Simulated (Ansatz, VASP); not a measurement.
# AlN: VASP beside Ansatz

```
CELL_PARAMETERS angstrom
0.00000 2.18399 2.07479
2.18399 0.00000 2.07479
2.18399 2.18399 0.00000
ATOMIC_POSITIONS crystal
Al 0.00000 0.00000 0.00000
N 0.75000 0.75000 0.75000
```

Change from the starting cell: strain -0.0500 x Voigt [0, 0, 1, 0, 0, 0], atoms carried along.

Alike in both runs: task single point; functional PBE; k mesh 10 × 10 × 10; occupations gaussian, width 0.05 eV; no spin polarisation.

```csv
,VASP,Ansatz
version,VASP 6.6.1,Ansatz 0.2.0
potentials or method,"VASP PAW PBE potentials, release 64 (Al, N)","scalar-relativistic, plane waves, PAW"
plane-wave cutoff (eV),520,420
valence electrons in the cell,8,8
```

|  | VASP | Ansatz | Ansatz less VASP |
| --- | --- | --- | --- |
| gap on the k mesh at the Fermi level (eV) | 3.07 | 3.08 | +0.010 |
| least direct gap on the mesh (eV) | 4.51 | 4.50 | -0.013 |
| pressure (GPa) | 16.3 | 16.6 | +0.24 |
| largest component of the traceless stress (GPa) | 3.46 | 3.42 | -0.033 |

Caveats: so large a pressure means that the cell lies far from this level's equilibrium, or that cutoff or potentials fall short (VASP). A k mesh can miss the band edges.
